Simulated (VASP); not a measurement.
# Pt (Im-3m) in VASP: density of states with PBE

Aim: the density of states of Pt with PBE.

Program: VASP 6.6.1. These are calculated values, not measurements. Logs are shortened: lines on timing, memory, paths and dates and some standing lists are left out, and cuts for length are marked.

**1. The structure**

The structure is cubic, space group Im-3m (No. 229). The conventional cell has a = 3.163 Å, b = 3.163 Å, c = 3.163 Å, α = 90.00°, β = 90.00°, γ = 90.00°. Pt (site symmetry m-3m) has 8 Pt at 2.74 Å as nearest neighbours.

The cell was built by a generator and needn't be a form met in nature.

**2. Density of states, PBE**

POSCAR

```
Pt
1.0
   -1.5812777863      1.5812777863      1.5812777863
    1.5812777863     -1.5812777863      1.5812777863
    1.5812777863      1.5812777863     -1.5812777863
Pt
1
Direct
    0.0000000000      0.0000000000      0.0000000000
```

INCAR.step1

```
SYSTEM = Pt
ALGO     = Normal         ! electronic algorithm
EDIFF    = 1E-7           ! SCF threshold, eV
ENCUT    = 520            ! plane-wave cutoff, eV
GGA      = PE             ! functional
ISIF     = 2              ! what is computed and relaxed
ISMEAR   = 0              ! smearing method
LASPH    = .TRUE.         ! aspherical terms in the spheres
LCHARG   = .TRUE.         ! write CHGCAR
LMAXMIX  = 4              ! l up to which the mixer works
LREAL    = .FALSE.        ! projectors in reciprocal space
LWAVE    = .FALSE.        ! write WAVECAR
NBANDS   = 11             ! bands
NELM     = 80             ! most SCF steps
PREC     = Accurate       ! precision mode
SIGMA    = 0.05           ! smearing width, eV
```

KPOINTS.step1

```
k-points
0
G
  18 18 18
  0 0 0
```

INCAR.step2

```
SYSTEM = Pt
ALGO     = Normal         ! electronic algorithm
EDIFF    = 1E-7           ! SCF threshold, eV
ENCUT    = 520            ! plane-wave cutoff, eV
GGA      = PE             ! functional
ICHARG   = 11             ! starting density
ISIF     = 2              ! what is computed and relaxed
ISMEAR   = -5             ! smearing method
LASPH    = .TRUE.         ! aspherical terms in the spheres
LCHARG   = .FALSE.        ! write CHGCAR
LMAXMIX  = 4              ! l up to which the mixer works
LORBIT   = 11             ! projections on sites
LREAL    = .FALSE.        ! projectors in reciprocal space
LWAVE    = .FALSE.        ! write WAVECAR
NBANDS   = 11             ! bands
NEDOS    = 1001           ! points of the DOS
NELM     = 80             ! most SCF steps
PREC     = Accurate       ! precision mode
SIGMA    = 0.05           ! smearing width, eV
```

KPOINTS.step2

```
k-points
0
G
  27 27 27
  0 0 0
```

Potentials or basis: VASP PAW PBE potentials, release 64 (Pt).

Run with:

```console
$ cat potpaw_PBE.64/Pt/POTCAR > POTCAR
$ cp INCAR.step1 INCAR
$ cp KPOINTS.step1 KPOINTS
$ mpirun -np 1 vasp_std > vasp.out
$ cp INCAR.step2 INCAR
$ cp KPOINTS.step2 KPOINTS
$ mpirun -np 1 vasp_std > vasp.out
```

OUTCAR:

```text
SYSTEM = Pt
   EDIFF = 1E-7
   ENCUT = 520
   GGA = PE
   ICHARG = 11
   ISIF = 2
   ISMEAR = -5
   LASPH = .TRUE.
   LORBIT = 11
   LREAL = .FALSE.
   NELM = 80
   PREC = Accurate

 ion  position               nearest neighbor table
   1  0.000  0.000  0.000-

  LATTYP: Found a body centered cubic cell.
 ALAT       =     3.1625555726

  Lattice vectors:

 A1 = (  -1.5812777863,   1.5812777863,   1.5812777863)
 A2 = (   1.5812777863,  -1.5812777863,   1.5812777863)
 A3 = (   1.5812777863,   1.5812777863,  -1.5812777863)

Analysis of symmetry for initial positions (statically):
=====================================================================
 Subroutine PRICEL returns:
 Original cell was already a primitive cell.

 Routine SETGRP: Setting up the symmetry group for a
 body centered cubic supercell.

 Subroutine GETGRP returns: Found 48 space group operations
 (whereof 48 operations were pure point group operations)
 out of a pool of 48 trial point group operations.

The static configuration has the point symmetry O_h .

Analysis of symmetry for dynamics (positions and initial velocities):
=====================================================================
 Subroutine PRICEL returns:
 Original cell was already a primitive cell.

 Routine SETGRP: Setting up the symmetry group for a
 body centered cubic supercell.

 Subroutine GETGRP returns: Found 48 space group operations
 (whereof 48 operations were pure point group operations)
 out of a pool of 48 trial point group operations.

The dynamic configuration has the point symmetry O_h .

 Subroutine INISYM returns: Found 48 space group operations
 (whereof 48 operations are pure point group operations),
 and found     1 'primitive' translations

----------------------------------------------------------------------------------------

                                     Primitive cell

  volume of cell :      15.8156

  direct lattice vectors                    reciprocal lattice vectors
    -1.581277786  1.581277786  1.581277786     0.000000000  0.316199977  0.316199977
     1.581277786 -1.581277786  1.581277786     0.316199977  0.000000000  0.316199977
     1.581277786  1.581277786 -1.581277786     0.316199977  0.316199977  0.000000000

  length of vectors
     2.738853467  2.738853467  2.738853467     0.447174296  0.447174296  0.447174296

  position of ions in fractional coordinates (direct lattice)
     0.000000000  0.000000000  0.000000000

  ion indices of the primitive-cell ions
   primitive index   ion index
                 1           1

----------------------------------------------------------------------------------------

 KPOINTS: k-points

Automatic generation of k-mesh.
 Grid dimensions read from file:
 generate k-points for:   27   27   27

 Generating k-lattice:

  Cartesian coordinates                     Fractional coordinates (reciprocal lattice)
     0.000000000  0.011711110  0.011711110     0.037037037  0.000000000  0.000000000
     0.011711110  0.000000000  0.011711110     0.000000000  0.037037037  0.000000000
     0.011711110  0.011711110  0.000000000     0.000000000  0.000000000  0.037037037

  Length of vectors
     0.016562011  0.016562011  0.016562011

  Shift w.r.t. Gamma in fractional coordinates (k-lattice)
     0.000000000  0.000000000  0.000000000

 TETIRR: Found  23679 inequivalent tetrahedra from   118098

 Subroutine IBZKPT returns following result:
 ===========================================

 Found    560 irreducible k-points:

 Following reciprocal coordinates:
            Coordinates               Weight
  0.000000  0.000000  0.000000      1.000000
  0.037037  0.000000  0.000000     12.000000
  0.074074  0.000000  0.000000     12.000000
  0.111111  0.000000  0.000000     12.000000
  0.148148  0.000000  0.000000     12.000000
  0.185185  0.000000  0.000000     12.000000
[... 16 lines left out ...]
  0.333333  0.037037 -0.000000     48.000000
  0.370370  0.037037  0.000000     48.000000
 [... further k-points ...]
   k-points           NKPTS =    560   k-points in BZ     NKDIM =    560   number of bands    NBANDS=     11
   number of dos      NEDOS =   1001   number of ions     NIONS =      1
   total plane-waves  NPLWV =   8000
   dimension x,y,z NGX =    20 NGY =   20 NGZ =   20
   dimension x,y,z NGXF=    40 NGYF=   40 NGZF=   40
   ions per type =               1
   NGX,Y,Z   is equivalent  to a cutoff of  12.14, 12.14, 12.14 a.u.
   NGXF,Y,Z  is equivalent  to a cutoff of  24.28, 24.28, 24.28 a.u.
 SYSTEM =  Pt
   PREC   = accura    normal or accurate (medium, high low for compatibility)
   ISTART =      0    job   : 0-new  1-cont  2-samecut
   ICHARG =     11    charge: 1-file 2-atom 10-const
   ISPIN  =      1    spin polarized calculation?
   LNONCOLLINEAR =      F non collinear calculations
   LSORBIT =      F    spin-orbit coupling
   LASPH  =      T    aspherical Exc in radial PAW
   ENCUT  =  520.0 eV  38.22 Ry    6.18 a.u.   5.09  5.09  5.09*2*pi/ulx,y,z
   NELM   =     80;   NELMIN=  2; NELMDL=  0     # of ELM steps
   EDIFF  = 0.1E-06   stopping-criterion for ELM
   LREAL  =      F    real-space projection
   EDIFFG = 0.1E-05   stopping-criterion for IOM
   NSW    =      0    number of steps for IOM
   IBRION =     -1    ionic relax: 0-MD 1-quasi-New 2-CG
   NFREE  =      0    steps in history (QN), initial steepest desc. (CG)
   ISIF   =      2    stress and relaxation
   ISYM   =      2    0-nonsym 1-usesym 2-fastsym
   POTIM  = 0.5000    time-step for ionic-motion
   TEBEG  =    0.0;   TEEND  =   0.0 temperature during run
   PSTRESS=    0.0 pullay stress
   NELECT =      10.0000    total number of electrons
   NUPDOWN=      -1.0000    fix difference up-down
   EMIN   =  10.00;   EMAX   =-10.00  energy-range for DOS
   EFERMI =   0.00;   METHOD = LEGACY
   ISMEAR =    -5;   SIGMA  =   0.05  broadening in eV -4-tet -1-fermi 0-gaus
   EFERMI_NEDOS =   21; number of points for ismear=-14 and -15
   IALGO  =     38    algorithm
   IMIX   =      4    mixing-type and parameters
     AMIX     =   0.40;   BMIX     =  1.00
     AMIX_MAG =   1.60;   BMIX_MAG =  1.00
  volume/ion in A,a.u.               =      15.82       106.73
  Fermi-wavevector in a.u.,A,eV,Ry     =   1.405120  2.655291 26.862818  1.974361
  Thomas-Fermi vector in A             =   2.527613
   LORBIT       =     11    0 simple, 1 ext, 2 COOP (PROOUT), +10 PAW based schemes
   GGA     = PE    functional components
   LHFCALC =     F    Hartree Fock is set to
   AEXX    =    0.0000 exact exchange contribution
   IVDW    =     0    specifies the selected vdW correction
   LEPSILON=     F    determine dielectric tensor
   LRPA    =     F    only Hartree local field effects (RPA)
 non-spin polarized calculation
 Fermi weights with tetrahedron method with Bloechl corrections
  energy-cutoff  :      520.00
  volume of cell :       15.82
 maximum number of plane-waves:       438

 number of electron       9.9999999 magnetization

 Free energy of the ion-electron system (eV)
  ---------------------------------------------------
  ext. energy  EPLUGINS =         0.00000000
  ---------------------------------------------------
  free energy    TOTEN  =        -6.00278973 eV

  energy without entropy =       -6.00278973  energy(sigma->0) =       -6.00278973

 E-fermi :  10.1778     XC(G=0): -13.1987

 val. band max:       10.2837299588   @ k =  -0.4444   0.4444   0.4444
 cond. band min:      10.1761606411   @ k =  -0.2963   0.2963   0.1852
 fundamental gap:     -0.1075693178
 Fermi energy:        10.1777559709

 k-point     1 :       0.0000    0.0000    0.0000
  band No.  band energies     occupation
      1       0.6957      2.00000
      2       6.7044      2.00000
      3       6.7044      2.00000
      4       6.7044      2.00000
      5       9.1839      2.00000
      6       9.1839      2.00000
      7      27.2814      0.00000
      8      27.2814      0.00000
      9      27.2814      0.00000
     10      37.3087      0.00000
     11      37.3294      0.00000

 k-point     2 :       0.0370    0.0000    0.0000
  band No.  band energies     occupation
      1       0.7518      2.00000
      2       6.6823      2.00000
      3       6.7047      2.00000
      4       6.7491      2.00000
      5       9.1544      2.00000
      6       9.1853      2.00000
      7      27.3100      0.00000
      8      27.3304      0.00000
      9      27.3638      0.00000
     10      36.0697      0.00000
     11      36.5221      0.00000

 k-point     3 :       0.0741    0.0000    0.0000
  band No.  band energies     occupation
      1       0.9183      2.00000
      2       6.6177      2.00000
      3       6.7040      2.00000
      4       6.8823      2.00000
      5       9.0738      2.00000
      6       9.1899      2.00000
      7      27.3797      0.00000
      8      27.4475      0.00000
      9      27.6081      0.00000
     10      34.8213      0.00000
     11      35.3397      0.00000

 k-point     4 :       0.1111    0.0000    0.0000
  band No.  band energies     occupation
      1       1.1888      2.00000
      2       6.5158      2.00000
      3       6.6981      2.00000
      4       7.1011      2.00000
      5       8.9642      2.00000
      6       9.1985      2.00000
      7      27.4381      0.00000
      8      27.5329      0.00000
      9      28.0067      0.00000
     10      33.7943      0.00000
     11      34.1019      0.00000

 k-point     5 :       0.1481    0.0000    0.0000
  band No.  band energies     occupation
      1       1.5512      2.00000
      2       6.3842      2.00000
      3       6.6847      2.00000
      4       7.4009      2.00000
      5       8.8558      2.00000
      6       9.2124      2.00000
      7      27.3905      0.00000
      8      27.3926      0.00000
      9      28.5472      0.00000
     10      33.0839      0.00000
     11      33.0972      0.00000
[... 211 lines left out ...]
 k-point    21 :       0.2593    0.0370    0.0000
  band No.  band energies     occupation
      1       3.1426      2.00000
      2       5.8315      2.00000
      3       6.8298      2.00000
      4       8.7618      2.00000
      5       9.0349      2.00000
      6       9.3376      2.00000
      7      23.5428      0.00000
      8      25.7657      0.00000
      9      30.1764      0.00000
     10      31.2209      0.00000
     11      33.4782      0.00000

 k-point    22 :       0.2963    0.0370    0.0000
  band No.  band energies     occupation
      1       3.4460      2.00000
      2       5.6819      2.00000
      3       7.1711      2.00000
      4       8.8452      2.00000
      5       9.3778      2.00000
      6       9.5750      2.02811
      7      21.9979      0.00000
      8      25.1394      0.00000
      9      29.1462      0.00000
     10      32.0777      0.00000
     11      33.7251      0.00000

 k-point    23 :       0.3333    0.0370   -0.0000
  band No.  band energies     occupation
      1       3.6119      2.00000
      2       5.5506      2.00000
      3       7.6988      2.00000
      4       8.9566      2.00000
      5       9.4291      2.00000
      6      10.1115      1.24718
      7      20.4710      0.00000
      8      24.5747      0.00000
      9      28.1166      0.00000
     10      32.9588      0.00000
     11      33.9999      0.00000

 k-point    24 :       0.3704    0.0370    0.0000
  band No.  band energies     occupation
      1       3.6729      2.00000
      2       5.4430      2.00000
      3       8.3092      2.00000
      4       9.1008      2.00000
      5       9.5085      2.01079
      6      10.6173     -0.06810
      7      19.0293      0.00000
      8      24.1071      0.00000
      9      27.2097      0.00000
     10      33.7577      0.00000
     11      34.2352      0.00000

 [... further k-points ...]

------------------------ aborting loop because EDIFF is reached ----------------------------------------

  FORCE on cell =-STRESS in cart. coord.  units (eV):
  Direction    XX          YY          ZZ          XY          YZ          ZX
  --------------------------------------------------------------------------------------
  -------------------------------------------------------------------------------------
  Total        0.0182096      0.0182096      0.0182096      0.0000000      0.0000000      0.0000000
  in kB        1.8446999      1.8446999      1.8446999      0.0000000      0.0000000      0.0000000
  external PRESSURE =       1.8446999 kB  Pullay stress =       0.0000000 kB

 VOLUME and BASIS-vectors are now :
 -----------------------------------------------------------------------------
  energy-cutoff  :      520.00
  volume of cell :       15.82
      direct lattice vectors                 reciprocal lattice vectors
    -1.581277786  1.581277786  1.581277786     0.000000000  0.316199977  0.316199977
     1.581277786 -1.581277786  1.581277786     0.316199977  0.000000000  0.316199977
     1.581277786  1.581277786 -1.581277786     0.316199977  0.316199977  0.000000000

 POSITION                                       TOTAL-FORCE (eV/Angst)
 -----------------------------------------------------------------------------------
      0.00000      0.00000      0.00000        -0.000000      0.000000      0.000000
 -----------------------------------------------------------------------------------
    total drift:                                0.000000      0.000000      0.000000

  FREE ENERGIE OF THE ION-ELECTRON SYSTEM (eV)
  ---------------------------------------------------
  free  energy   TOTEN  =        -6.0027897321 eV

  energy  without entropy=       -6.0027897321  energy(sigma->0) =       -6.00278973

 total charge

# of ion       s       p       d       tot
------------------------------------------
    1        0.621   0.533   8.044   9.198
```

It took 64 s on 1 thread of AMD EPYC 7R13 (Zen 3), shared host; peak memory 0.22 GiB.

What came out:

| Item | Value |
| --- | --- |
| Valence electrons inside the program's atomic spheres | Pt 9.20 |

States per cell in windows of 1 eV (zero at the Fermi level; states under -8 eV left out):
| from (eV) | total | Pt1_d | Pt1_p | Pt1_s |
| --- | --- | --- | --- | --- |
| -8.0 | 0.14 | 0.01 | 0.01 | 0.09 |
| -7.0 | 0.54 | 0.23 | 0.04 | 0.18 |
| -6.0 | 1.27 | 0.87 | 0.07 | 0.16 |
| -5.0 | 1.77 | 1.53 | 0.08 | 0.01 |
| -4.0 | 1.62 | 1.29 | 0.15 | 0.04 |
| -3.0 | 0.76 | 0.59 | 0.08 | 0.02 |
| -2.0 | 1.86 | 1.69 | 0.06 | 0.02 |
| -1.0 | 2.08 | 1.94 | 0.05 | 0.03 |
| 0.0 | 0.72 | 0.61 | 0.04 | 0.03 |
| 1.0 | 0.28 | 0.17 | 0.05 | 0.03 |
| 2.0 | 0.27 | 0.14 | 0.07 | 0.03 |
| 3.0 | 0.25 | 0.11 | 0.07 | 0.04 |
| 4.0 | 0.26 | 0.09 | 0.07 | 0.07 |
| 5.0 | 0.22 | 0.06 | 0.05 | 0.08 |
| 6.0 | 0.42 | 0.12 | 0.09 | 0.15 |
| 7.0 | 0.39 | 0.09 | 0.13 | 0.10 |

Caveat: tetrahedron occupations give inexact forces and stress in metals.
